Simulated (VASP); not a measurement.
Here is a VASP 6.6.1 calculation.

INCAR

```
ALGO = Fast
DIPOL = 0.5 0.5 0.500
EDIFF = 1E-7
ENCUT = 520
GGA = PS
ICORELEVEL = 1
IDIPOL = 3
ISIF = 2
ISMEAR = 0
KPAR = 4
LASPH = True
LCHARG = False
LDIPOL = True
LREAL = False
LVACPOTAV = True
LVHAR = True
LWAVE = False
NBANDS = 41
NELM = 80
PREC = Accurate
SIGMA = 0.03
```

KPOINTS

```
k-points
0
Gamma
  12 12 1
```

File POSCAR:

```
C
1.0
    2.5136995500      0.0000000000      0.0000000000
   -1.2568497800      2.1769276700      0.0000000000
    0.0000000000      0.0000000000     27.8276693200
C
14
Direct
    0.0000000000      0.0000000000      0.2695159200
    0.6666666700      0.3333333300      0.2879546500
    0.6666666700      0.3333333300      0.3432708300
    0.3333333300      0.6666666700      0.3617095500
    0.3333333300      0.6666666700      0.4170257300
    0.0000000000      0.0000000000      0.4354644600
    0.0000000000      0.0000000000      0.4907806400
    0.6666666700      0.3333333300      0.5092193600
    0.6666666700      0.3333333300      0.5645355400
    0.3333333300      0.6666666700      0.5829742700
    0.3333333300      0.6666666700      0.6382904500
    0.0000000000      0.0000000000      0.6567291700
    0.0000000000      0.0000000000      0.7120453500
    0.6666666700      0.3333333300      0.7304840800
```

Potentials or basis: VASP PAW PBE potentials, release 64 (C).

Launch:

```sh
$ cat potpaw_PBE.64/C/POTCAR > POTCAR
$ mpirun -np 4 vasp_std > vasp.out
```

Q: Predict the largest force.

A: 4.795 eV/Å.

Q: Predict the band gap on the k mesh.

A: None (metal or under the smearing width).

Q: Predict the work function of the lower face.

A: 5.58 eV.

Q: What does it give for the work function of the upper face?

A: 5.58 eV.

Core levels (eV, on the scale of the bands):
| atom | levels |
| --- | --- |
| 1 C | 1s -262.8 |
| 2 C | 1s -263.4 |
| 3 C | 1s -264.4 |
| 4 C | 1s -264.2 |
| 5 C | 1s -264.4 |
| 6 C | 1s -264.4 |

Caveat: the PAW data sets were made with another functional, which shifts forces and pressure a little.
